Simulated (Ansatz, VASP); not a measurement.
**KF: VASP beside Ansatz**

Contents of INCAR:

```
PREC     = Accurate       # precision mode
ENCUT    = 520            # plane-wave cutoff, eV
EDIFF    = 1E-7           # SCF threshold, eV
ISMEAR   = 0              # smearing method
SIGMA    = 0.05           # smearing width, eV
LREAL    = F              # projectors in reciprocal space
LASPH    = T              # aspherical terms in the spheres
NELM     = 100            # most SCF steps
ALGO     = Normal         # electronic algorithm
ISIF     = 2              # what is computed and relaxed
LWAVE    = F              # write WAVECAR
LCHARG   = F              # write CHGCAR
NBANDS   = 15             # bands
```

KPOINTS

```
Automatic mesh
0
Gamma
  8 8 8
```

File POSCAR:

```
KF
1.0
    0.0000000000      2.5817196783      2.3880907024
    2.7172599614      0.0000000000      2.3880907024
    2.7172599614      2.5817196783      0.0000000000
K F
1 1
Direct
    0.0000000000      0.0000000000      0.0000000000
    0.5000000000      0.5000000000      0.5000000000
```

Input for Ansatz:

```yaml
crystal:
  lattice:
    - [0.0, 2.5817196783, 2.3880907024]
    - [2.7172599614, 0.0, 2.3880907024]
    - [2.7172599614, 2.5817196783, 0.0]
  atoms:
    - { symbol: K, position: [0.0, 0.0, 0.0] }
    - { symbol: F, position: [0.5, 0.5, 0.5] }
basis:
  ecutwfc: 520.0
kpoints:
  mp_grid: { grid: [8, 8, 8] }
hamiltonian:
  xc: lda
scf:
  occupations: { method: gaussian, width: 0.05 }
output:
  forces: true
  stress: true
  eigenvalues: true
  write_density: true
  write_potential: true
  elf: true
  volumetric_format: npy
```

Change from the starting cell: normal strain along x +0.0525, normal strain along z -0.0750.

Alike in both runs: task single point; functional LDA; k mesh 8 × 8 × 8; occupations gaussian, width 0.05 eV; no spin polarisation.

|  | VASP | Ansatz |
| --- | --- | --- |
| version | VASP 6.6.1 | Ansatz 0.2.0 |
| potentials or method | VASP PAW LDA potentials, release 64 (K_sv, F) | scalar-relativistic, plane waves, PAW |
| plane-wave cutoff (eV) | 520 | 520 |
| valence electrons in the cell | 16 | 16 |

Ansatz gave:

| Item | Value |
| --- | --- |
| gap on the k mesh at the Fermi level (eV) | 6.13 |
| least direct gap on the mesh (eV) | 6.17 |
| pressure (GPa) | 3.0 |
| largest component of the traceless stress (GPa) | 7.70 |

Estimate VASP's values.

gap on the k mesh at the Fermi level (eV): 6.11; least direct gap on the mesh (eV): 6.14; pressure (GPa): 3.3; largest component of the traceless stress (GPa): 8.09.

A k mesh can miss the band edges.
